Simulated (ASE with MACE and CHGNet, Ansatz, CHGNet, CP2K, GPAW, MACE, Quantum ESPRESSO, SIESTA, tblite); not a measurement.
# Machine-learned potentials runs on rutile SnO2, size series (72 atoms)

Aim: run rutile SnO2, size series (72 atoms) in machine-learned potentials and see how near its forces come to a plane-wave reference, and at what cost.

Program: ASE with MACE and CHGNet. Level of theory: the method is named at each step. Results are calculated unless marked as measured.

## 1. Set-up

The cell holds 72 atoms: 24 Sn and 48 O. Cell: a = 9.474 Å, b = 9.474 Å, c = 9.558 Å, α = 90.0°, β = 90.0°, γ = 90.0°. It derives from SnO2 (rutile), repeated 2×2×3. Rutile SnO2 (cell 4.737, 4.737, 3.186, 90, 90, 90), 2 x 2 x 3 conventional cells; ideal positions. Then every atom was moved at random, 0.03 Å r.m.s. a Cartesian component.

The yardstick, on the same geometry:

```
method                                           : Kohn-Sham DFT, PBE, SSSP efficiency 1.3.0 pseudopotentials, plane waves (Quantum ESPRESSO 7.5); sssp-pbe-1.3.0-efficiency, cutoffs 60/480 Ry, Γ point
r.m.s. force component                           : 0.79 eV/Å
longest force                                    : 3.548 eV/Å
pressure                                         : 12.19 GPa
gap (highest filled to lowest empty level) : 1.191 eV
time                                             : 97 s on 4 MPI ranks of Arm Neoverse V2, shared host
CPU time                                         : 6.5 min
```

## 2. MACE MP-0b2 small potential

Method: machine-learned interatomic potential MACE MP-0b2 small, trained on PBE(+U) plane-wave data.

Contents of run.py:

```python
import numpy as np
from ase.io import read
import mlip  # loads the published weights by name

atoms = read("structure.xyz")
atoms.calc = mlip.calc("mace-mp-0b2-small")
energy = atoms.get_potential_energy()
forces = atoms.get_forces()
print(f"energy {energy:.6f} eV")
print("forces (eV/A)")
for i, (a, f) in enumerate(zip(atoms, forces)):
    print(f"{i:4d} {a.symbol:2s} {f[0]:10.5f} {f[1]:10.5f} {f[2]:10.5f}")
stress = -atoms.get_stress(voigt=False) * 160.21766
print("stress (GPa, compression positive)")
for row in stress:
    print(" ".join(f"{x:10.4f}" for x in row))
```

Contents of structure.xyz:

```xyz
72
Lattice="9.47400 0.00000 0.00000 0.00000 9.47400 0.00000 0.00000 0.00000 9.55800" Properties=species:S:1:pos:R:3 pbc="T T T"
Sn 9.42502 0.04112 9.55599
Sn 2.34368 2.34851 1.60307
O 1.43493 1.50873 9.54127
O 3.31969 3.32433 0.02103
O 0.91936 3.81433 1.55317
O 3.85800 0.91102 1.53253
Sn 9.46671 0.00474 3.14191
Sn 2.37437 2.37864 4.79649
O 1.47368 1.42802 3.14917
O 3.26730 3.27980 3.15185
O 0.93632 3.82977 4.80528
O 3.83441 0.92817 4.77298
Sn 0.04709 9.47372 6.38570
Sn 2.43586 2.37409 7.93563
O 1.46269 1.43702 6.36687
O 3.24807 3.27355 6.35387
O 0.90609 3.75871 7.93696
O 3.77719 0.88212 8.04229
Sn 0.05277 4.77670 9.53315
Sn 2.30730 7.08722 1.55270
O 1.43427 6.15952 0.03775
O 3.31931 8.08123 0.01004
O 0.89321 8.55426 1.59762
O 3.76667 5.67123 1.57755
Sn 9.46832 4.73065 3.14076
Sn 2.38110 7.11962 4.73943
O 1.41873 6.19524 3.16427
O 3.22798 8.07962 3.16026
O 0.92646 8.57406 4.74975
O 3.81414 5.66128 4.77718
Sn 9.45098 4.74382 6.33265
Sn 2.38214 7.14349 7.96831
O 1.50693 6.24687 6.38197
O 3.29203 8.04466 6.32147
O 0.92504 8.59690 7.96898
O 3.86738 5.70287 7.95942
Sn 4.77063 0.02331 0.00984
Sn 7.10938 2.36869 1.61368
O 6.19154 1.41977 0.05496
O 7.99151 3.27099 9.51107
O 5.62519 3.81944 1.57181
O 8.54299 0.93092 1.61932
Sn 4.78769 0.00606 3.20250
Sn 7.10218 2.35997 4.77393
O 6.22006 1.44090 3.25937
O 8.01567 3.27365 3.19419
O 5.62727 3.76895 4.73255
O 8.56393 0.95252 4.78445
Sn 4.73274 9.47267 6.31421
Sn 7.11109 2.40744 8.01266
O 6.19590 1.42186 6.37958
O 8.01017 3.22561 6.37060
O 5.63779 3.86018 7.95474
O 8.59235 0.89946 7.97558
Sn 4.76542 4.72942 0.00421
Sn 7.09688 7.10114 1.62314
[... 12 atom lines left out ...]
O 6.18084 6.14455 6.34804
O 8.04447 8.00686 6.37423
O 5.67189 8.54507 7.97940
O 8.49638 5.62386 7.91670
```

Command:

```sh
OMP_NUM_THREADS=1 python run.py > output.txt
```

Output:

```text
energy -446.315278 eV
forces (eV/A)
   0 Sn    0.97457   -0.27126    0.35912
   1 Sn    0.91070   -0.18039   -1.08067
   2 O    -0.36619   -0.46742    0.05008
   3 O    -0.44669   -0.33899   -0.36263
   4 O    -0.14779   -0.00343    0.26143
   5 O    -0.71426    0.89808    1.43196
   6 Sn    0.08618   -0.12125    1.61129
   7 Sn   -0.32572   -0.66612   -1.27265
   8 O    -0.34026   -0.08819    0.77856
   9 O     0.19027    0.27474    0.50959
  10 O    -0.17116    0.11599   -0.71429
  11 O    -0.56900    0.65444   -0.17158
  12 Sn   -0.51098    0.19772   -0.99637
  13 Sn   -0.88785   -0.28219    1.50247
  14 O     0.21482    0.12288   -0.04768
  15 O     1.09977    0.94376    0.13385
  16 O    -0.23270    0.67542   -0.05034
  17 O     0.27098    0.14622   -1.41272
  18 Sn   -1.45631   -1.41148   -0.38663
  19 Sn    1.21781    1.25028    1.01194
  20 O     0.46211    0.64457   -1.31497
  21 O    -1.16399   -1.20800   -0.19101
  22 O     0.03811   -0.02180   -0.72849
  23 O     0.47711   -0.18519   -0.02304
[...]
64 O     1.75303   -1.73893    2.09650
  65 O     0.64902   -0.67698   -0.46837
  66 Sn    0.18473    0.34421   -2.30639
  67 Sn   -1.14967    0.80232    0.61479
  68 O     0.15681    0.39560   -0.03743
  69 O     0.46725    0.69480   -0.05148
  70 O     0.04159    0.03282   -0.79119
  71 O     0.94223   -0.56558    0.37461
stress (GPa, compression positive)
   10.6424    -0.0154     0.6774
   -0.0154    10.7317    -0.1917
    0.6774    -0.1917    14.6377
```

Run time: 5.5 s. Hardware: 1 thread of Arm Neoverse V2, shared host; peak memory 0.66 GiB.

Banners, paths, timers and routine set-up lines are dropped from the logs unmarked, and long logs keep their key lines alone; longer cuts are marked.

Against the reference:

| Item | Value |
| --- | --- |
| r.m.s. force component | 0.7463 eV/Å |
| r.m.s. difference of force components | 62.92 meV/Å |
| longest difference of force vectors | 235.8 meV/Å |
| force difference over r.m.s. force | 7.965 % |
| slope of forces against the reference's | 0.943 |
| correlation of force components | 0.9983 |
| pressure | 12 GPa |
| pressure difference | -0.1851 GPa |

Length of the force difference by element (eV/Å):

```tsv
element	atoms	mean	most
O	48	0.077	0.22
Sn	24	0.13	0.24
```

A closer look about Sn43, which bears the longest force: 9 atoms, nearest first, numbered in the order of the input, with positions taken from that point.

```tsv
atom	x	y	z	distance (Å)	bonds	Fx	Fy	Fz (eV/Å)
Sn43	0.00	0.00	0.00	0.00	6	-1.87	0.60	-2.67
O65	0.82	-0.90	1.47	1.91	3	1.75	-1.74	2.10
O45	1.43	1.43	0.06	2.03	3	-0.36	-0.33	-1.39
O12	-0.95	0.92	1.57	2.06	3	-0.57	0.65	-0.17
O59	0.83	-0.92	-1.64	2.06	3	1.01	-0.73	0.87
O28	-1.56	-1.40	-0.04	2.10	3	0.30	-0.01	-0.28
O6	-0.93	0.90	-1.67	2.11	3	-0.71	0.90	1.43
Sn49	-0.05	-0.01	3.11	3.11	6	0.21	-0.09	1.90
Sn37	-0.02	0.02	-3.19	3.19	6	-0.17	-0.77	-0.75
```

Atoms are counted from 1 here, from 0 in the log.

Forces lie 8.0 % from the reference's, at 0.014 times its CPU time (on 1 against 4 cores).

## 3. CHGNet 0.3.0 potential

Method: machine-learned interatomic potential CHGNet 0.3.0, trained on PBE(+U) plane-wave data.

Changes to run.py since step 2:

```diff
@@ -5,3 +5,3 @@
 atoms = read("structure.xyz")
-atoms.calc = mlip.calc("mace-mp-0b2-small")
+atoms.calc = mlip.calc("chgnet-0.3.0")
 energy = atoms.get_potential_energy()
```

structure.xyz is that of step 2.

Output:

```text
CHGNet v0.3.0 initialized with 412,525 parameters
CHGNet will run on cpu
energy -477.229736 eV
forces (eV/A)
   0 Sn    0.77490   -0.24429    0.34965
   1 Sn    0.74544   -0.11735   -0.86782
   2 O    -0.34636   -0.40162   -0.00654
   3 O    -0.36360   -0.27874   -0.28245
   4 O    -0.06519   -0.06805    0.17221
   5 O    -0.61861    0.76183    1.10167
   6 Sn    0.01890   -0.11112    1.30733
   7 Sn   -0.25499   -0.51803   -1.07966
   8 O    -0.31651   -0.15524    0.67771
   9 O     0.21773    0.28670    0.43979
  10 O    -0.12192    0.07679   -0.62105
  11 O    -0.48225    0.53982   -0.10914
  12 Sn   -0.44570    0.08806   -0.81951
  13 Sn   -0.65790   -0.20357    1.22297
  14 O     0.15895    0.08313    0.00389
  15 O     0.93893    0.83040    0.07308
  16 O    -0.18267    0.49697   -0.03610
  17 O     0.20323    0.07177   -1.18787
  18 Sn   -1.24737   -1.14455   -0.30843
  19 Sn    0.93635    0.95798    0.87160
  20 O     0.41749    0.53205   -1.09937
  21 O    -0.87981   -0.90229   -0.16219
  22 O     0.06037   -0.03997   -0.60042
  23 O     0.34823   -0.11606   -0.02545
[...]
64 O     1.45105   -1.48782    1.77151
  65 O     0.49932   -0.53965   -0.45141
  66 Sn    0.11800    0.19469   -1.88535
  67 Sn   -0.87916    0.60882    0.46153
  68 O     0.08755    0.27697    0.00930
  69 O     0.45301    0.63652   -0.00932
  70 O     0.06646    0.00055   -0.65983
  71 O     0.73714   -0.48407    0.29755
stress (GPa, compression positive)
   11.8533    -0.0340     0.6032
   -0.0340    11.9447    -0.1996
    0.6032    -0.1996    14.5198
```

It took 3.6 s on 1 thread; peak memory 1.4 GiB.

Numbers from this run, and their distance from the reference:

* r.m.s. force component: 0.6171 eV/Å
* r.m.s. difference of force components: 185.2 meV/Å
* longest difference of force vectors: 827.7 meV/Å
* force difference over r.m.s. force: 23.44 %
* slope of forces against the reference's: 0.7776
* correlation of force components: 0.9955
* pressure: 12.77 GPa
* pressure difference: 0.5836 GPa

Against the first run (8.0 %), the force difference from the reference is 23 %, at 0.65 times the CPU time.

## 4. CHGNet r2SCAN potential

Method: machine-learned interatomic potential CHGNet r2SCAN, trained on r2SCAN plane-wave data.

Changes to run.py since step 3:

```diff
@@ -5,3 +5,3 @@
 atoms = read("structure.xyz")
-atoms.calc = mlip.calc("chgnet-0.3.0")
+atoms.calc = mlip.calc("chgnet-r2scan")
 energy = atoms.get_potential_energy()
```

structure.xyz is that of step 3.

Output:

```text
CHGNet vr2scan initialized with 412,525 parameters
CHGNet will run on cpu
energy -1012.493225 eV
forces (eV/A)
   0 Sn    0.55634   -0.18510    0.23045
   1 Sn    0.55010   -0.05645   -0.61953
   2 O    -0.21632   -0.27096    0.02421
   3 O    -0.27489   -0.20725   -0.24385
   4 O    -0.08636   -0.03178    0.12468
   5 O    -0.47423    0.56096    0.83611
   6 Sn    0.06009   -0.05998    0.94680
   7 Sn   -0.21266   -0.33453   -0.77382
   8 O    -0.23708   -0.09801    0.47648
   9 O     0.17740    0.21185    0.30498
  10 O    -0.13819    0.07910   -0.41279
  11 O    -0.31815    0.36301   -0.02061
  12 Sn   -0.27371    0.08365   -0.58334
  13 Sn   -0.54961   -0.15272    0.93327
  14 O     0.10533    0.05135   -0.01872
  15 O     0.68407    0.57252    0.05982
  16 O    -0.14631    0.43111   -0.01281
  17 O     0.15184    0.10431   -0.91824
  18 Sn   -0.86056   -0.91533   -0.25917
  19 Sn    0.76776    0.75785    0.64664
  20 O     0.28954    0.42021   -0.84349
  21 O    -0.75346   -0.76367   -0.13976
  22 O     0.03508   -0.02468   -0.40106
  23 O     0.28835   -0.09080    0.02891
[...]
64 O     1.11326   -1.13088    1.33587
  65 O     0.41995   -0.44380   -0.28526
  66 Sn    0.13358    0.22805   -1.40390
  67 Sn   -0.69151    0.43892    0.35558
  68 O     0.06226    0.22899   -0.01968
  69 O     0.31538    0.48171   -0.02268
  70 O     0.05035   -0.01132   -0.50462
  71 O     0.60810   -0.36809    0.19402
stress (GPa, compression positive)
    4.9949     0.0051     0.3966
    0.0051     5.0419    -0.1362
    0.3966    -0.1362     6.3302
```

The job ended after 3.3 s (1 thread; peak memory 1.4 GiB).

Numbers from this run, and their distance from the reference:

- r.m.s. force component: 0.4622 eV/Å
- r.m.s. difference of force components: 333.4 meV/Å
- longest difference of force vectors: 1485 meV/Å
- force difference over r.m.s. force: 42.2 %
- slope of forces against the reference's: 0.5821
- correlation of force components: 0.995
- pressure: 5.456 GPa
- pressure difference: -6.733 GPa

Against the first run (8.0 %), the force difference from the reference is 42 %, at 0.60 times the CPU time; this potential was trained at another functional than the reference's, which explains only part of so large a difference.

## 5. All runs compared

Differences are against the plane-wave reference, forces as r.m.s. over components; share is that over the reference's r.m.s. force, slope the least-squares factor from reference forces to these. Total energies of different programs have different zeros and aren't compared.

```tsv
run	Δ force, r.m.s. (meV/Å)	share (%)	slope	Δ pressure (GPa)	cores	CPU time	memory (GiB)
reference	-	-	-	-	4	6.5 min	2.9
MACE MP-0b2 small potential	62.9	7.96	0.943	-0.185	1	5.5 s	0.66
CHGNet 0.3.0 potential	185	23.4	0.778	0.584	1	3.6 s	1.4
CHGNet r2SCAN potential	333	42.2	0.582	-6.73	1	3.3 s	1.4
```

Times of the machine-learned potentials are mostly Python's start and the loading of weights.

CPU time is summed over cores on a shared host, where runs went side by side, so it is rough. Symmetry, cutoffs, thresholds, outputs and thread counts weren't matched or tuned between programs; memory under MPI is the largest rank's times the ranks.

A second geometry, displaced anew (every atom was moved at random, 0.06 Å r.m.s. a Cartesian component), gives an energy difference that all programs can be tested on. The reference puts it at 106.8 meV/atom.

```tsv
run	energy less the first geometry's (meV/atom)	error (meV/atom)	force share at the second geometry (%)
MACE MP-0b2 small potential	99.80	-6.96	7.71
CHGNet 0.3.0 potential	84.41	-22.4	18.0
CHGNet r2SCAN potential	64.92	-41.8	35.4
```

## 6. Results

| Item | Value |
| --- | --- |
| nearest in forces | MACE MP-0b2 small potential, 8.0 % |
| its CPU time | 5.5 s |

What this shows: Machine-learned potentials differ by 8.0 % (MACE MP-0b2 small potential) to 42 % (CHGNet r2SCAN potential); they were trained on other programs' data, some at another functional. Among those trained on PBE data the slope goes as low as 0.78, which softening far from their training structures can give, though the reference's k-sampling is untested too. The energy difference between the two geometries, 107 meV/atom in the reference, is met best by MACE MP-0b2 small potential (-6.96) and worst by CHGNet r2SCAN potential (-41.8). The reference's pressure holds the uncorrected Pulay stress of its 60 Ry basis, so small pressure differences, and their order, may be the reference's own error. Machine-learned potentials mimic data converged in k, so the reference's own k-point error enters their differences. The reference's stress is far from hydrostatic: its diagonal is 10.8, 10.9, 14.9 GPa, compression counted positive. The reference's pressure of 12 GPa says that the cell would expand at this level of theory. The electronic-structure runs sample only Γ, in a cell whose shortest periodic width is 9 Å.

[Also dropped from logs without a mark: logging warnings of Python, and SIESTA's first energy breakdown and zero terms.]

[Logs are printed without paths, hosts, clocks, repeated set-up lines and the standing remarks that a program may print on its own settings, such as how far it seeks lower states.]

[Hosts, paths, dates, database ids (printed as entryN), source tags and the programs' standing remarks are cut or masked in the printed files.]
